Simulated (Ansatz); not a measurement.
**CdTe: band structure with PBE**

**The experiment to reproduce.**

A printed reference work, data compilation reports, for a bulk crystal of CdTe at 0 K: band gap 1.607 eV.

The system is CdTe.

```
Te Cd
1.0
     0.00000    3.20500    3.20500
     3.20500    0.00000    3.20500
     3.20500    3.20500    0.00000
Te Cd
1 1
Direct
  0.75000 0.75000 0.75000
  0.00000 0.00000 0.00000
```

| Item | Value |
| --- | --- |
| Program | Ansatz 0.2.0 |
| Task | band structure |
| Functional | PBE |
| Potentials or basis | Ansatz PAW polarizable |
| Cutoff | 420 eV (not typed: the program's choice for these potentials) |
| k mesh | 7 × 7 × 7 |
| Occupations | fermi-dirac, width 0.05 eV |
| Spin | no spin polarisation |
| Path | [["G", "X", "W", "K", "G", "L", "U", "W", "L", "K"], ["U", "X"]] |
| Points for each segment of the path | 14 |

| Item | Value |
| --- | --- |
| Pressure | 4.2 GPa |
| Band gap on the k mesh | 0.87 eV, direct |
| Band gap along the path | 0.87 eV, direct |

Levels at the corners of the path, in eV from the valence-band top:
| point | band 16 | band 17 | band 18 | band 19 | band 20 | band 21 |
| --- | --- | --- | --- | --- | --- | --- |
| Γ | 0.00 | 0.00 | 0.00 | 0.87 | 4.60 | 4.60 |
| X | -4.46 | -1.98 | -1.98 | 2.54 | 2.67 | 9.00 |
| W | -4.34 | -2.45 | -2.33 | 4.37 | 4.68 | 5.61 |
| K | -4.36 | -2.70 | -1.64 | 2.88 | 4.57 | 7.42 |
| Γ | 0.00 | 0.00 | 0.00 | 0.87 | 4.60 | 4.60 |
| L | -4.61 | -0.82 | -0.82 | 1.86 | 5.20 | 5.20 |
| U | -4.36 | -2.70 | -1.64 | 2.88 | 4.57 | 7.42 |
| W | -4.34 | -2.45 | -2.33 | 4.37 | 4.68 | 5.61 |
| L | -4.61 | -0.82 | -0.82 | 1.86 | 5.20 | 5.20 |
| K | -4.36 | -2.70 | -1.64 | 2.88 | 4.57 | 7.42 |
| U | -4.36 | -2.70 | -1.64 | 2.88 | 4.57 | 7.42 |
| X | -4.46 | -1.98 | -1.98 | 2.54 | 2.67 | 9.00 |

It took 6.1 s on 2 threads of Intel(R) Xeon(R) Platinum 8259CL CPU @ 2.50GHz (Skylake/Cascade Lake) (shared host), peak memory 0.49 GiB.

Against the measured gap of CdTe, 1.607 eV (0 K; a printed reference work, data compilation), the calculated 0.87 eV is off by -0.73 eV. Spin-orbit coupling on Cd, Te is left out. The value is that of PBE, without temperature or zero-point motion. Semilocal functionals fall short of measured gaps as a rule.

Caveat: spin-orbit coupling is left out, which moves the levels of the heavy elements.
